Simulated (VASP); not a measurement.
# Te2Pt (Moncheite) (P-3m1) in VASP: electric field gradients with PBE+D3(BJ)

Aim: the electric field gradients of Te2Pt (Moncheite) with PBE+D3(BJ).

Program: VASP 6.6.1. These are calculated values, not measurements. Logs are shortened: lines on timing, memory, paths and dates and some standing lists are left out, and cuts for length are marked.

## (1) Starting point

It takes space group P-3m1 (No. 164, trigonal). The conventional cell has a = 4.052 Å, b = 4.052 Å, c = 5.100 Å, α = 90.00°, β = 90.00°, γ = 120.00°. Around Te (site symmetry 3m) lie 3 Pt at 2.71 Å. Pt (site symmetry -3m) has 6 Te at 2.71 Å as nearest neighbours.

## (2) Electric field gradients, PBE+D3(BJ)

INCAR

```
  PREC = Accurate
  ENCUT = 520
  EDIFF = 1E-8
  ISMEAR = -1
  SIGMA = 0.15
  LREAL = False
  LASPH = True
  NELM = 100
  ALGO = Fast
  ISIF = 2
  LWAVE = False
  LCHARG = False
  GGA = PE
  IVDW = 12
  LEFG = True
  NBANDS = 18
```

KPOINTS

```
regular mesh
0
Gamma
  12 12 8
```

POSCAR

```
Te2Pt
1.0
    4.0519534853      0.0000000000      0.0000000000
   -2.0259767426      3.5090946532      0.0000000000
    0.0000000000      0.0000000000      5.0999101399
Te Pt
2 1
Direct
    0.3333333333      0.6666666667      0.2671282086
    0.6666666667      0.3333333333      0.7328717914
    0.0000000000      0.0000000000      0.0000000000
```

Potentials or basis: VASP PAW PBE potentials, release 64 (Te, Pt).

Run with:

```console
cat potpaw_PBE.64/Te/POTCAR potpaw_PBE.64/Pt/POTCAR > POTCAR
mpirun -np 1 vasp_std > vasp.out
```

OUTCAR:

```text
PREC = Accurate
   ENCUT = 520
   EDIFF = 1E-8
   ISMEAR = -1
   LREAL = False
   LASPH = True
   NELM = 100
   ISIF = 2
   GGA = PE
   IVDW = 12
 IVDW          = 12

 ion  position               nearest neighbor table
   1  0.333  0.667  0.267-   3 2.71   3 2.71   3 2.71   2 3.33   2 3.33   2 3.33   2 3.59   2 3.59
                             2 3.59
   2  0.667  0.333  0.733-   3 2.71   3 2.71   3 2.71   1 3.33   1 3.33   1 3.33   1 3.59   1 3.59
                             1 3.59
   3  0.000  0.000  0.000-   1 2.71   2 2.71   1 2.71   2 2.71   2 2.71   1 2.71

  LATTYP: Found a hexagonal cell.
 ALAT       =     4.0519534853
 C/A-ratio  =     1.2586299814

  Lattice vectors:

 A1 = (   4.0519534853,   0.0000000000,   0.0000000000)
 A2 = (  -2.0259767426,   3.5090946532,   0.0000000000)
 A3 = (   0.0000000000,   0.0000000000,   5.0999101399)

Analysis of symmetry for initial positions (statically):
=====================================================================
 Subroutine PRICEL returns:
 Original cell was already a primitive cell.

 Routine SETGRP: Setting up the symmetry group for a
 hexagonal supercell.

 Subroutine GETGRP returns: Found 12 space group operations
 (whereof 12 operations were pure point group operations)
 out of a pool of 24 trial point group operations.

The static configuration has the point symmetry D_3d.

Analysis of symmetry for dynamics (positions and initial velocities):
=====================================================================
 Subroutine PRICEL returns:
 Original cell was already a primitive cell.

 Routine SETGRP: Setting up the symmetry group for a
 hexagonal supercell.

 Subroutine GETGRP returns: Found 12 space group operations
 (whereof 12 operations were pure point group operations)
 out of a pool of 24 trial point group operations.

The dynamic configuration has the point symmetry D_3d.

 Subroutine INISYM returns: Found 12 space group operations
 (whereof 12 operations are pure point group operations),
 and found     1 'primitive' translations

----------------------------------------------------------------------------------------

                                     Primitive cell

  volume of cell :      72.5140

  direct lattice vectors                    reciprocal lattice vectors
     4.051953485  0.000000000  0.000000000     0.246794541  0.142486895  0.000000000
    -2.025976743  3.509094653  0.000000000     0.000000000  0.284973789  0.000000000
     0.000000000  0.000000000  5.099910140     0.000000000  0.000000000  0.196081886

  length of vectors
     4.051953485  4.051953485  5.099910140     0.284973789  0.284973789  0.196081886

  position of ions in fractional coordinates (direct lattice)
     0.333333333  0.666666667  0.267128209
     0.666666667  0.333333333  0.732871791
     0.000000000  0.000000000  0.000000000

  ion indices of the primitive-cell ions
   primitive index   ion index
                 1           1
                 2           2
                 3           3

----------------------------------------------------------------------------------------

 KPOINTS: regular mesh

Automatic generation of k-mesh.
 Grid dimensions read from file:
 generate k-points for:   12   12    8

 Generating k-lattice:

  Cartesian coordinates                     Fractional coordinates (reciprocal lattice)
     0.020566212  0.011873908  0.000000000     0.083333333  0.000000000  0.000000000
     0.000000000  0.023747816  0.000000000     0.000000000  0.083333333  0.000000000
     0.000000000  0.000000000  0.024510236     0.000000000  0.000000000  0.125000000

  Length of vectors
     0.023747816  0.023747816  0.024510236

  Shift w.r.t. Gamma in fractional coordinates (k-lattice)
     0.000000000  0.000000000  0.000000000

 Subroutine IBZKPT returns following result:
 ===========================================

 Found    131 irreducible k-points:

 Following reciprocal coordinates:
            Coordinates               Weight
  0.000000  0.000000  0.000000      1.000000
  0.083333  0.000000  0.000000      6.000000
  0.166667 -0.000000  0.000000      6.000000
  0.250000  0.000000  0.000000      6.000000
  0.333333  0.000000  0.000000      6.000000
  0.416667  0.000000  0.000000      6.000000
[... 16 lines left out ...]
  0.166667 -0.000000  0.125000      6.000000
  0.000000  0.166667  0.125000      6.000000
 [... further k-points ...]
   k-points           NKPTS =    131   k-points in BZ     NKDIM =    131   number of bands    NBANDS=     18
   number of dos      NEDOS =    301   number of ions     NIONS =      3
   total plane-waves  NPLWV =  36000
   dimension x,y,z NGX =    30 NGY =   30 NGZ =   40
   dimension x,y,z NGXF=    60 NGYF=   60 NGZF=   80
   ions per type =               2   1
   NGX,Y,Z   is equivalent  to a cutoff of  12.31, 12.31, 13.04 a.u.
   NGXF,Y,Z  is equivalent  to a cutoff of  24.62, 24.62, 26.08 a.u.
 SYSTEM =  unknown system
   PREC   = accura    normal or accurate (medium, high low for compatibility)
   ISTART =      0    job   : 0-new  1-cont  2-samecut
   ICHARG =      2    charge: 1-file 2-atom 10-const
   ISPIN  =      1    spin polarized calculation?
   LNONCOLLINEAR =      F non collinear calculations
   LSORBIT =      F    spin-orbit coupling
   LASPH  =      T    aspherical Exc in radial PAW
   ENCUT  =  520.0 eV  38.22 Ry    6.18 a.u.   7.53  7.53  9.48*2*pi/ulx,y,z
   NELM   =    100;   NELMIN=  2; NELMDL= -5     # of ELM steps
   EDIFF  = 0.1E-07   stopping-criterion for ELM
   LREAL  =      F    real-space projection
   EDIFFG = 0.1E-06   stopping-criterion for IOM
   NSW    =      0    number of steps for IOM
   IBRION =     -1    ionic relax: 0-MD 1-quasi-New 2-CG
   NFREE  =      0    steps in history (QN), initial steepest desc. (CG)
   ISIF   =      2    stress and relaxation
   ISYM   =      2    0-nonsym 1-usesym 2-fastsym
   POTIM  = 0.5000    time-step for ionic-motion
   TEBEG  =    0.0;   TEEND  =   0.0 temperature during run
   PSTRESS=    0.0 pullay stress
   NELECT =      22.0000    total number of electrons
   NUPDOWN=      -1.0000    fix difference up-down
   EMIN   =  10.00;   EMAX   =-10.00  energy-range for DOS
   EFERMI =   0.00;   METHOD = LEGACY
   ISMEAR =    -1;   SIGMA  =   0.15  broadening in eV -4-tet -1-fermi 0-gaus
   EFERMI_NEDOS =   21; number of points for ismear=-14 and -15
   IALGO  =     68    algorithm
   IMIX   =      4    mixing-type and parameters
     AMIX     =   0.40;   BMIX     =  1.00
     AMIX_MAG =   1.60;   BMIX_MAG =  1.00
  volume/ion in A,a.u.               =      24.17       163.12
  Fermi-wavevector in a.u.,A,eV,Ry     =   1.100040  2.078774 16.464239  1.210087
  Thomas-Fermi vector in A             =   2.236444
   LORBIT       =      0    0 simple, 1 ext, 2 COOP (PROOUT), +10 PAW based schemes
   GGA     = PE    functional components
   LHFCALC =     F    Hartree Fock is set to
   AEXX    =    0.0000 exact exchange contribution
   IVDW    =    12    specifies the selected vdW correction
   LEPSILON=     F    determine dielectric tensor
   LRPA    =     F    only Hartree local field effects (RPA)
 non-spin polarized calculation
 RMM-DIIS sequential band-by-band and
  energy-cutoff  :      520.00
  volume of cell :       72.51
 maximum number of plane-waves:      1976
   NGX = 15   NGY = 15   NGZ = 19

 number of electron      21.9999996 magnetization

 Free energy of the ion-electron system (eV)
  ---------------------------------------------------
  ext. energy  EPLUGINS =         0.00000000
  ---------------------------------------------------
  free energy    TOTEN  =       -13.56430282 eV

  energy without entropy =      -13.47676306  energy(sigma->0) =      -13.52053294

 E-fermi :   8.7792     XC(G=0): -10.6155

 val. band max:        8.7771640622   @ k =   0.0000   0.2500   0.2500
 cond. band min:       8.8042958542   @ k =  -0.0833   0.2500   0.3750
 fundamental gap:      0.0271317920
 Fermi energy:         8.7791843150

 k-point     1 :       0.0000    0.0000    0.0000
  band No.  band energies     occupation
      1      -5.2445      2.00000
      2      -1.6462      2.00000
      3       2.0936      2.00000
      4       3.1991      2.00000
      5       3.1991      2.00000
      6       5.1544      2.00000
[... 481 lines left out ...]
      5       3.6908      2.00000
      6       4.6762      2.00000
[... 10 lines left out ...]
     17      15.9296      0.00000
     18      16.1619      0.00000

 [... further k-points ...]

------------------------ aborting loop because EDIFF is reached ----------------------------------------

 Edisp (eV)   -1.69613

 E8    (eV) :    -0.7785

  FORCE on cell =-STRESS in cart. coord.  units (eV):
  Direction    XX          YY          ZZ          XY          YZ          ZX
  --------------------------------------------------------------------------------------
  -------------------------------------------------------------------------------------
  Total      -0.10975    -0.10975    -0.08550    -0.00000     0.00000     0.00000
  in kB      -2.42493    -2.42493    -1.88900    -0.00000     0.00000     0.00000
  external pressure =       -2.25 kB  Pullay stress =        0.00 kB

 VOLUME and BASIS-vectors are now :
 -----------------------------------------------------------------------------
  energy-cutoff  :      520.00
  volume of cell :       72.51
      direct lattice vectors                 reciprocal lattice vectors
     4.051953485  0.000000000  0.000000000     0.246794541  0.142486895  0.000000000
    -2.025976743  3.509094653  0.000000000     0.000000000  0.284973789  0.000000000
     0.000000000  0.000000000  5.099910140     0.000000000  0.000000000  0.196081886

 POSITION                                       TOTAL-FORCE (eV/Angst)
 -----------------------------------------------------------------------------------
     -0.00000      2.33940      1.36233         0.000000      0.000000     -0.008283
      2.02598      1.16970      3.73758        -0.000000     -0.000000      0.008283
      0.00000      0.00000      0.00000        -0.000000      0.000000     -0.000000
 -----------------------------------------------------------------------------------
    total drift:                               -0.000000     -0.000000     -0.000000

  FREE ENERGIE OF THE ION-ELECTRON SYSTEM (eV)
  ---------------------------------------------------
  free  energy   TOTEN  =       -15.2604323047 eV

  energy  without entropy=      -15.1728925433  energy(sigma->0) =      -15.21666242

 Electric field gradients (V/A^2)
---------------------------------------------------------------------
 ion       V_xx      V_yy      V_zz      V_xy      V_xz      V_yz
---------------------------------------------------------------------
   1      -0.836    -0.837     1.673    -0.000    -0.000     0.000
   2      -0.836    -0.837     1.673    -0.000    -0.000     0.000
   3     -55.092   -55.092   110.184     0.000    -0.000     0.000
---------------------------------------------------------------------

 Electric field gradients after diagonalization (V/A^2)
 (convention: |V_zz| > |V_xx| > |V_yy|)
----------------------------------------------------------------------
 ion       V_xx      V_yy      V_zz     asymmetry (V_yy - V_xx)/ V_zz
----------------------------------------------------------------------
   1      -0.837    -0.836     1.673       0.000
   2      -0.837    -0.836     1.673       0.000
   3     -55.092   -55.092   110.184       0.000
----------------------------------------------------------------------

           NMR quadrupolar parameters

 Cq : quadrupolar parameter    Cq=e*Q*V_zz/h
 eta: asymmetry parameters     (V_yy - V_xx)/ V_zz
 Q  : nuclear electric quadrupole moment in mb (millibarn)
----------------------------------------------------------------------
 ion       Cq(MHz)       eta       Q (mb)
----------------------------------------------------------------------
   1       0.004       0.000       1.000
   2       0.004       0.000       1.000
   3       0.266       0.000       1.000
----------------------------------------------------------------------
```

It took 4.4 min on 1 thread of Intel Xeon Platinum 8488C (Sapphire Rapids), shared host; peak memory 0.32 GiB.

Results:

* Free energy: -15.2604 eV
* Pressure: -0.2 GPa
* Largest force: 0.008 eV/Å
* Band gap on the k mesh: none (metal or under the smearing width)
* Dispersion energy per atom: -0.565 eV

Forces on the atoms (eV/Å):
```
Te   0.000  0.000 -0.008
Te   0.000  0.000  0.008
Pt   0.000  0.000  0.000
```

Levels at points of the mesh, in eV from the Fermi level:
| k point | band 7 | band 8 | band 9 | band 10 | band 11 | band 12 | band 13 | band 14 | band 15 | band 16 |
| --- | --- | --- | --- | --- | --- | --- | --- | --- | --- | --- |
| (0.00, 0.00, 0.00) | -3.62 | -2.59 | -0.43 | -0.43 | 0.83 | 0.83 | 1.65 | 2.67 | 4.25 | 6.00 |
| (0.50, 0.00, 0.00) | -3.49 | -3.32 | -3.27 | -3.18 | -2.81 | 0.14 | 2.71 | 4.03 | 5.50 | 5.56 |
| (0.00, 0.00, 0.50) | -3.67 | -2.21 | -1.32 | -1.29 | -1.29 | 2.30 | 2.30 | 4.28 | 5.01 | 5.01 |
| (0.50, 0.00, 0.50) | -3.34 | -3.28 | -3.12 | -2.19 | -0.62 | 0.28 | 1.42 | 4.49 | 4.56 | 6.61 |

Electric field gradients, principal values (V/Å²):
```
atom      Vxx      Vyy      Vzz
1 Te   -0.836   -0.837    1.673
2 Te   -0.836   -0.837    1.673
3 Pt  -55.092  -55.092  110.184
```

Caveat: pairwise dispersion overbinds metals, which lowers pressure and volume.
